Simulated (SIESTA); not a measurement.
Runs of SIESTA 5.4.2 on NaF (Villiaumite). The structure is cubic, space group Fm-3m (No. 225). Conventional cell: a = 4.640 Å, b = 4.640 Å, c = 4.640 Å, α = 90.00°, β = 90.00°, γ = 90.00°. Na (site symmetry m-3m) has 6 F at 2.32 Å as nearest neighbours. Around F (site symmetry m-3m) lie 6 Na at 2.32 Å. 

```tsv
task	level	potentials or basis	broadening (eV)	window to (eV)	polarisation	direction	optical mesh offset	energy shift	gap on the mesh (eV)	pressure (GPa)
optical spectrum	PBE	PseudoDojo 0.4 standard (PBE files), DZP (energy shift 0.003 Ry; two zetas on semicore shells)	0.1 eV	30 eV	unpolarized	0.0 0.0 1.0	true	0.003 Ry	6.23	1.6
band structure	BLYP	PseudoDojo 0.4 standard (PBE files), DZP (energy shift 0.003 Ry; two zetas on semicore shells)	-	-	-	-	-	0.003 Ry	6.27	(a)
single point	PBE	PseudoDojo 0.4 standard (PBE files), DZP (energy shift 0.002 Ry; radii capped at 9.5 bohr)	-	-	-	-	-	0.002 Ry	6.22	1.6
band structure	PBEsol	PseudoDojo 0.4 standard (PBEsol files), DZP (energy shift 0.003 Ry; two zetas on semicore shells)	-	-	-	-	-	0.003 Ry	6.10	-0.7
band structure	vdW-DF-cx	PseudoDojo 0.4 standard (PBE files), DZP (energy shift 0.003 Ry; two zetas on semicore shells)	-	-	-	-	-	0.003 Ry	6.46	1.2
band structure	LDA	PseudoDojo 0.4 standard (LDA files), DZP (energy shift 0.003 Ry; two zetas on semicore shells)	-	-	-	-	-	0.003 Ry	5.87	-5.0
band structure	AM05	PseudoDojo 0.4 standard (PBEsol files), DZP (energy shift 0.003 Ry; two zetas on semicore shells)	-	-	-	-	-	0.003 Ry	(b)	1.2
```

Alike in all rows: no spin polarisation; cell as given; k mesh 10 × 10 × 10; smearing fermi-dirac 0.05 eV; grid cutoff 800 Ry.

Task: Fill in the values left out.

Result: (a) 2.2; (b) 6.19.

Caveats: the basis of atomic orbitals isn't converged, which shifts pressures, moduli and gaps; the potentials were made for another functional, which shifts forces and pressure (some runs); the basis holds too few empty states to meet the f-sum rule, so the spectrum is short of weight at high energy (some runs); semicore shells carry a single zeta, which can move pressures by several GPa and volumes by a few percent (some runs).

A k mesh can miss the band edges.

Not every run made on this cell is shown here.
